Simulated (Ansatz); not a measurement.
# Al (Pm-3m) in Ansatz: convergence with smearing width

Aim: find how far smearing width must go before the results for Al settle, at LDA. This setting moves, with any that are tied to it; all else stays.

All numbers are computed with Ansatz 0.2.0; they aren't measurements. Logs are shortened: lines on timing, memory, paths and dates and some standing lists are left out, and cuts for length are marked.

### Step 1. Starting point

Symmetry: Pm-3m, No. 221, cubic system. Conventional cell: a = 2.722 Å, b = 2.722 Å, c = 2.722 Å, α = 90.00°, β = 90.00°, γ = 90.00°. Around Al (site symmetry m-3m) lie 6 Al at 2.72 Å.

The cell was built by a generator and needn't be a form met in nature.

### Step 2. With smearing width 0.3 eV

input.yaml reads:

```yaml
crystal:
  lattice:
    - [2.72176, 0.0, 0.0]
    - [0.0, 2.72176, 0.0]
    - [0.0, 0.0, 2.72176]
  atoms:
    - { symbol: Al, position: [0.0, 0.0, 0.0] }
hamiltonian:
  xc: lda
  pseudopotentials: { kind: paw }
kpoints:
  mp_grid: { grid: [8, 8, 8] }
scf:
  occupations: { method: cold, width: 0.3 }
output:
  forces: true
  stress: true
  eigenvalues: true
```

Potentials or basis: Ansatz PAW.

The run is started by

```
$ ansatz run input.yaml --threads 2 --pin off --max-ram 5632MiB --backend cpu --events-out ev --progress --plain --runs-dir out
```

Standard output:

```text
Warning: RAYON_NUM_THREADS=2 ignored (pool sized by the plan → 2); use --threads N
Engine: ansatz 0.2.0, aarch64-unknown-linux-gnu
Pseudopotentials: kind: paw
Pseudopotential: Al, paw, valence charge 3, recommended cutoff 420 eV (normal), Al.paw.azcp
Functional definition: SPW92
  exchange = slater_x
  correlation = pw_c
Crystal: 1 atoms, lattice volume = 20.163 Å³
Basis set: ecut = 420 eV, 389 PW (Γ)
Bands: 6, of which v1, the nominal top of the filled ones, is band 2 counted from 1 (1 counted from 0)
Symmetry: 48 space group operations
Space group: Pm-3m (ITA 221), of the structure as read, at distance tolerance 2.7e-5 Å
k-points: 35 of 512
Non-local potential: Al, projectors of the file, l = 0: 2, l = 1: 2, l = 2: 1
PAW form: soft (Blöchl's): semilocal exchange-correlation on the pseudo side does not see the compensation charge
PAW frozen core: Al, regenerated for the run's functional, and the local potential with it (the file was generated under x = pbe(κ = 0.804, μ = 0.2195149727645171), c = pbe(β = 0.06672455060314922))
PAW one-centre angular grid: Al, 110 points (default); XC on 64 Gauss nodes
Initial density: superposition of atomic densities (neutral atoms: chi_scale 0, normalization atom), corrected by the library's trained network
Initial wavefunctions: pseudopotential atomic-orbital guess
Functional: x = slater, c = lda
SCF iter   1: F=—  HF=-512.499069 eV  |F-HF|=—  |Δ(HF+E_count)|=         —  Δρ=1.92e-3  dr2=4.98e-4  ethr=1.77e-3  ⟨swp⟩=4.5  Hψ=1771  notcnv=0
preconditioner: auto → none  [metal: Δε(μ)=0.169 eV  Ē_g=11.877 eV  σ=0.300 eV  W_gap=0.40  n_scr=0 (ndim 8)  ℏωp=14.3 eV  f_vac=0.000  D(μ)=0.34/eV (n_scr^D=0)]
SCF iter   2: F=—  HF=-512.499176 eV  |F-HF|=—  |Δ(HF+E_count)|=   1.08e-4  S|Δr|=    0.00e0  Δρ=9.75e-4  dr2=1.33e-4  ethr=1.66e-5  ⟨swp⟩=1.1  Hψ=495  notcnv=0
SCF iter   3: F=—  HF=-512.499223 eV  |F-HF|=—  |Δ(HF+E_count)|=   4.70e-5  S|Δr|=    0.00e0  Δρ=2.75e-5  dr2=2.17e-7  ethr=4.42e-6  ⟨swp⟩=1.0  Hψ=232  notcnv=0
SCF iter   4: F=—  HF=-512.499223 eV  |F-HF|=—  |Δ(HF+E_count)|=   1.80e-7  S|Δr|=    0.00e0  Δρ=7.77e-6  dr2=1.80e-8  ethr=3.33e-9  ⟨swp⟩=5.2  Hψ=1076  notcnv=0
SCF iter   5: F=-512.499223 eV  HF=-512.499223 eV  |F-HF|=1.72e-11  |Δ(HF+E_count)|=   6.43e-9  S|Δr|=    0.00e0  Δρ=8.21e-7  dr2=1.75e-10  ethr=6.00e-10  ⟨swp⟩=1.4  Hψ=596  notcnv=0
SCF 1 converged in 5 iterations: F = -512.499223 eV  dr2 = 1.75e-10
SCF converged after 5 iterations
Stability not checked: this state was not tested for a lower state beside it, because cold or Methfessel-Paxton smearing, or corrected tetrahedra, fill the levels in a way that the test cannot read (fill_not_monotonic; see scf.lower_state_search)
Free energy (F): -512.499223 eV
Harris-Foulkes:  -512.499223 eV  (|F-HF|=1.72e-11)
Internal energy: -512.510340 eV  (E = F + TS)
E sigma→0 (E₀):  -512.502929 eV
Entropy (-TS):   0.011117 eV (11.117 meV/atom)
Fermi energy:    5.283981 eV
--- Per-component energies (eV) ---
  E_band       = 5.056674
  E_kinetic    = 20.925852
  E_local      = 3.710682  (includes V_loc(G=0)·N_el)
  E_nonlocal   = 11.471997
  E_hartree    = 0.455528
  E_xc         = -38.328448
  E_vxc        = -27.964096  (∫ρ·V_xc dr)
  E_paw        = -443.252597  (= ΣΔE_a)
  E_vpaw       = -3.998829  (= ΣTr[D̂ρ^β])
  E_aug_tail   = -0.000004  (compensation charges beyond the density's cutoff)
  E_ewald      = -67.549068
  E_core_change = 0.055717  (= ΣΔE_core)
  E_smearing   = 0.011117  (= −TS)
  E_closure    = 0.000000  (closes the sum)
  Σ components = -512.499223   (vs F -512.499223, Δ=0.00e0)
--- Forces (eV/Å), atoms counted from 1 ---
  atom   1  Al    -0.00000000    -0.00000000     0.00000000
  max |Σ_I F_I| component: 1.09e-33 eV/Å
--- Stress (GPa, compression-positive) ---
       -2.989619       0.000000       0.000000
       -0.000000      -2.989619       0.000000
        0.000000       0.000000      -2.989619
  P = ⅓ Tr σ = -2.9896 GPa (-29.896 kbar)
--- Band table (eV; the first three rows and the last of 35) ---
  k-point 0: bands = ["-4.1122", "13.3551", "13.3551", "14.4486", "14.4486", "14.4486"]
  k-point 1: bands = ["-3.8050", "10.1565", "13.6075", "14.7032", "14.7032", "17.0124"]
  k-point 2: bands = ["-2.8904", "6.6253", "14.3199", "15.4633", "15.4633", "18.9249"]
  k-point 34: bands = ["8.2335", "8.2335", "8.2335", "11.0233", "11.0233", "11.0233"]
```

Run time: 0.25 s. Hardware: 2 threads of Arm Neoverse V2, shared host; peak memory 0.23 GiB.

What came out:

* Free energy: -512.4992 eV
* Pressure: -3.0 GPa
* Band gap on the k mesh: none (metal or under the smearing width)

### Step 3. With smearing width 0.2 eV

Edit input.yaml of step 2 so:

```diff
@@ -13,3 +13,3 @@
 scf:
-  occupations: { method: cold, width: 0.3 }
+  occupations: { method: cold, width: 0.2 }
 output:
```

Potentials or basis: Ansatz PAW.

The run is started by

```
$ ansatz run input.yaml --threads 2 --pin off --max-ram 5632MiB --backend cpu --events-out ev --progress --plain --runs-dir out
```

Wall time 0.25 s (2 threads of Arm Neoverse V2, shared host); peak memory 0.23 GiB.

What came out:

| Item | Value |
| --- | --- |
| Free energy | -512.5023 eV |
| Pressure | -2.8 GPa |
| Band gap on the k mesh | none (metal or under the smearing width) |

### Step 4. With smearing width 0.15 eV

Edit input.yaml of step 3 so:

```diff
@@ -13,3 +13,3 @@
 scf:
-  occupations: { method: cold, width: 0.2 }
+  occupations: { method: cold, width: 0.15 }
 output:
```

The run is started by

```
$ ansatz run input.yaml --threads 2 --pin off --max-ram 5632MiB --backend cpu --events-out ev --progress --plain --runs-dir out
```

Wall time 0.25 s (2 threads of Arm Neoverse V2, shared host); peak memory 0.23 GiB.

What came out:

| Quantity | Value |
| --- | --- |
| Free energy | -512.5024 eV |
| Pressure | -2.6 GPa |
| Band gap on the k mesh | none (metal or under the smearing width) |

### Step 5. With smearing width 0.1 eV

Edit input.yaml of step 4 so:

```diff
@@ -13,3 +13,3 @@
 scf:
-  occupations: { method: cold, width: 0.15 }
+  occupations: { method: cold, width: 0.1 }
 output:
```

The run is started by

```
$ ansatz run input.yaml --threads 2 --pin off --max-ram 5632MiB --backend cpu --events-out ev --progress --plain --runs-dir out
```

Run time: 0.25 s. Hardware: 2 threads of Arm Neoverse V2, shared host; peak memory 0.23 GiB.

What came out:

```
Free energy            : -512.5021 eV
Pressure               : -2.5 GPa
Band gap on the k mesh : none (metal or under the smearing width)
```

### Step 6. With smearing width 0.05 eV

Edit input.yaml of step 5 so:

```diff
@@ -13,3 +13,3 @@
 scf:
-  occupations: { method: cold, width: 0.1 }
+  occupations: { method: cold, width: 0.05 }
 output:
```

Potentials or basis: Ansatz PAW.

The run is started by

```
$ ansatz run input.yaml --threads 2 --pin off --max-ram 5632MiB --backend cpu --events-out ev --progress --plain --runs-dir out
```

It took 0.25 s on 2 threads of Arm Neoverse V2, shared host; peak memory 0.23 GiB.

Results (log left out):

```
Free energy            : -512.5020 eV
Pressure               : -2.4 GPa
Band gap on the k mesh : none (metal or under the smearing width)
```

### Step 7. With smearing width 0.025 eV

Edit input.yaml of step 6 so:

```diff
@@ -13,3 +13,3 @@
 scf:
-  occupations: { method: cold, width: 0.05 }
+  occupations: { method: cold, width: 0.025 }
 output:
```

The run is started by

```
$ ansatz run input.yaml --threads 2 --pin off --max-ram 5632MiB --backend cpu --events-out ev --progress --plain --runs-dir out
```

Run time: 0.26 s. Hardware: 2 threads of Arm Neoverse V2, shared host; peak memory 0.23 GiB.

It converged, with:

| Quantity | Value |
| --- | --- |
| Free energy | -512.5018 eV |
| Pressure | -2.5 GPa |
| Band gap on the k mesh | none (metal or under the smearing width) |

### Step 8. With smearing width 0.01 eV

Edit input.yaml of step 7 so:

```diff
@@ -13,3 +13,3 @@
 scf:
-  occupations: { method: cold, width: 0.025 }
+  occupations: { method: cold, width: 0.01 }
 output:
```

The run is started by

```
$ ansatz run input.yaml --threads 2 --pin off --max-ram 5632MiB --backend cpu --events-out ev --progress --plain --runs-dir out
```

Run time: 0.26 s. Hardware: 2 threads of Arm Neoverse V2, shared host; peak memory 0.23 GiB.

It converged, with:

- Free energy: -512.5017 eV
- Pressure: -2.5 GPa
- Band gap on the k mesh: none (metal or under the smearing width)

### Step 9. With smearing width 0.005 eV

Edit input.yaml of step 8 so:

```diff
@@ -13,3 +13,3 @@
 scf:
-  occupations: { method: cold, width: 0.01 }
+  occupations: { method: cold, width: 0.005 }
 output:
```

Potentials or basis: Ansatz PAW.

The run is started by

```
$ ansatz run input.yaml --threads 2 --pin off --max-ram 5632MiB --backend cpu --events-out ev --progress --plain --runs-dir out
```

It took 0.29 s on 2 threads of Arm Neoverse V2, shared host; peak memory 0.23 GiB.

Results (log left out):

```yaml
Free_energy: -512.5017 eV
Pressure: -2.5 GPa
Band_gap_on_the_k_mesh: none (metal or under the smearing width)
```

### Step 10. Result

| smearing width | energy less the tightest run, at zero smearing (meV/atom) | pressure (GPa) | SCF cycles | CPU time (s) | peak memory (GiB) |
| --- | --- | --- | --- | --- | --- |
| 0.3 eV | -1.23 | -2.99 | 5 | 0.38 | 0.23 |
| 0.2 eV | -1.24 | -2.76 | 5 | 0.38 | 0.23 |
| 0.15 eV | -0.52 | -2.64 | 5 | 0.38 | 0.23 |
| 0.1 eV | -0.23 | -2.49 | 5 | 0.38 | 0.23 |
| 0.05 eV | -0.21 | -2.41 | 5 | 0.38 | 0.23 |
| 0.025 eV | -0.08 | -2.45 | 5 | 0.39 | 0.23 |
| 0.01 eV | -0.02 | -2.45 | 5 | 0.39 | 0.23 |
| 0.005 eV | 0.00 | -2.45 | 5 | 0.38 | 0.23 |

Against the tightest run, the energy stays within 1 meV/atom from 0.15 eV on; the pressure stays within 0.1 GPa from 0.1 eV on. Narrower smearing needs a denser k mesh, so at a fixed mesh the narrowest width isn't the most accurate. The tightest run that finished is the yardstick and may itself not be fully converged.

Caveats: the PAW data sets come from PBE, with cores solved anew for the run's functional, which leaves a small shift of forces and pressure.
